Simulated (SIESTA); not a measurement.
Slab: MoS2, a slab with vacuum.

```
Mo S
1.0
     3.18413    0.00000    0.00000
    -1.59206    2.75753    0.00000
     0.00000    0.00000   17.33460
Mo S
1 2
Direct
  0.00000 0.00000 0.00000
  0.33333 0.66667 0.91051
  0.33333 0.66667 0.08949
```

```yaml
Program: SIESTA 5.4.2
Task: single point
Functional: PBE
Potentials_or_basis: PseudoDojo 0.4 standard (PBE files)
Basis: DZP (energy shift 0.003 Ry; two zetas on semicore shells)
Grid_cutoff: 800 Ry
Energy_shift: 0.003 Ry
k_mesh: 10 × 10 × 2
Occupations: fermi-dirac, width 0.05 eV
Spin: no spin polarisation
```

On this cell: largest force 0.600 eV/Å; band gap on the k mesh 1.71 eV, indirect (least direct gap 1.95 eV).

The same run follows on a disturbed copy (atoms moved at random, drawn with an rms of 0.05 Å):

```
Mo S
1.0
     3.18413    0.00000    0.00000
    -1.59206    2.75753    0.00000
     0.00000    0.00000   17.33460
Mo S
1 2
Cartesian
  0.0313 -0.0382 -0.0082
  0.0027 1.8229 15.7841
  -0.0186 1.8067 1.5519
```

**Question.** What does the disturbed cell give?

**Answer.** The energy moves by +7.1 meV/atom; largest force 0.921 eV/Å; band gap on the k mesh 1.70 eV, indirect (least direct gap 1.93 eV).

Forces on the atoms (eV/Å):
```
Mo  -0.821  0.317  0.271
S    0.319 -0.231 -0.764
S    0.502 -0.086  0.492
```

Stress tensor (GPa, compression positive):
```
 1.39 -0.31  0.31
-0.31  1.14  0.24
 0.31  0.24  2.05
```

Caveats: the basis of atomic orbitals isn't converged, which shifts pressures, moduli and gaps.

A k mesh can miss the band edges.
